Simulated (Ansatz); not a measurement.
## A series in volume scale on YN

All results are calculated (Ansatz 0.2.0). Free energy against uniform scaling of the volume at fixed shape and fractions; periodic cell, basis, potentials, k mesh and filling as listed.

The cell before it is scaled or strained (space group Fm-3m, No. 225):
```
YN
1.0
      0.0000     2.4385     2.4385
      2.4385     0.0000     2.4385
      2.4385     2.4385     0.0000
Y N
1 1
Direct
  0.00000 0.00000 0.00000
  0.50000 0.50000 0.50000
```

Settings of every row: functional PBE; dispersion none; potentials all-electron LAPW; k mesh 8x8x8; k shift 0x0x0; occupations fixed; smearing width 0 eV; spin none; SCF threshold exponent -10.

Limits: coarse k mesh, up to 40 meV an atom off.

| row | volume scale | V (Å³/atom) | energy above lowest point (meV/atom) |
| --- | --- | --- | --- |
| 1 | 0.92 | 13.34 | 79.2 |
| 2 | 0.96 | 13.92 | ? |
| 3 | 1 | 14.5 | 0 |
| 4 | 1.04 | 15.08 | 0.7 |
| 5 | 1.08 | 15.66 | 21.8 |

Question: what energy above lowest point should row 2 give?

Worked fit of energy above lowest point. Take u = (V_r/V)^(2/3) − 1 with V_r = 14.79 Å³ an atom, which is twice the finite (Eulerian) strain; such expansions in the strain, on which the Birch-Murnaghan equation of state is built, carry the rest volume and the bulk modulus. The shown rows have u = 0.07121, 0.01329, -0.01286, -0.03739. Least squares give energy above lowest point = −2.48 − 31.2 × u + 16544 × u² meV/atom; a straight line predicts inner rows, each left out in turn, worse (root mean square 29 against 0.085 meV/atom). All shown rows lie on it to the printed digit. Its lowest point lies at u = 0.0009, or V = 14.77 Å³ an atom, and the curvature there gives the bulk modulus at fixed shape and fractions, B = (4/9)(1 + u)² E″(u)/V = 160 GPa. The withheld row has u = 0.04124, so the fit gives −2.48 − 31.2 × (0.04124) + 16544 × (0.04124)² = 24.4 meV/atom.

The calculation gave 24.3 meV/atom. The fit lies 0.1 meV/atom (0.13 % of the column's range) above it, one unit of the last digit.
